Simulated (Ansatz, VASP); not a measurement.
# One calculation of CuAu, two programs

The input POSCAR:

```
CuAu
1.0
    2.8840000000      0.0000000000      0.0000000000
    0.0000000000      2.8840000000      0.0000000000
    0.0000000000      0.0000000000      3.6700000000
Cu Au
1 1
Direct
    0.5000000000      0.5000000000      0.5000000000
    0.0000000000      0.0000000000      0.0000000000
```

File INCAR.step1:

```
SYSTEM = CuAu
  PREC = Accurate
  ENCUT = 520
  ISMEAR = 0
  SIGMA = 0.15
  LREAL = .False.
  LASPH = .True.
  NELM = 100
  NBANDS = 18
  GGA = PE
  ALGO = Normal
  EDIFF = 1E-4
  LWAVE = .True.
  LCHARG = .False.
```

Contents of INCAR.step2:

```
SYSTEM = CuAu
  PREC = Accurate
  ENCUT = 520
  EDIFF = 1E-6
  ISMEAR = 0
  SIGMA = 0.15
  LREAL = .False.
  LASPH = .True.
  NELM = 100
  ALGO = Normal
  ISIF = 2
  LWAVE = .False.
  LCHARG = .False.
  METAGGA = R2SCAN
  LMIXTAU = .True.
  NBANDS = 18
  ISTART = 1
```

The input KPOINTS:

```
regular mesh
0
Gamma
  18 18 14
  0 0 0
```

Input for Ansatz:

```yaml
crystal:
  lattice:
    - [2.884, 0.0, 0.0]
    - [0.0, 2.884, 0.0]
    - [0.0, 0.0, 3.67]
  atoms:
    - { symbol: Cu, position: [0.5, 0.5, 0.5] }
    - { symbol: Au, position: [0.0, 0.0, 0.0] }
basis:
  ecutwfc: 500
kpoints:
  mp_grid: { grid: [18, 18, 14] }
hamiltonian:
  xc: r2scan
scf:
  occupations: { method: gaussian, width: 0.15 }
output:
  forces: true
  stress: true
  eigenvalues: true
```

Change from the starting cell: strain +0.0300 x Voigt [1, 1, 0, 0, 0, 0], atoms carried along.

Alike in both runs: task single point; functional r2SCAN; k mesh 18 × 18 × 14; occupations gaussian, width 0.15 eV; no spin polarisation.

```csv
,VASP,Ansatz
version,VASP 6.6.1,Ansatz 0.2.0
potentials or method,"VASP PAW PBE potentials, release 64 (Cu, Au)","scalar-relativistic, plane waves, PAW"
plane-wave cutoff (eV),520,500
valence electrons in the cell,22,38
```

```tsv
	VASP	Ansatz	Ansatz less VASP
gap on the k mesh at the Fermi level (eV)	none	none	-
pressure (GPa)	-6.7	-6.7	-0.07
largest component of the traceless stress (GPa)	0.11	0.17	+0.053
```

A gap of «none» marks a metal or a gap that the smearing closes. The functional is the same, so the differences come from potentials, cutoffs and numerics. The two sets of potentials don't hold the same shells in valence.

Caveats: the PAW data sets were made with another functional, which shifts forces and pressure a little (VASP). Spin-orbit coupling is left out, which matters for the levels of Au.
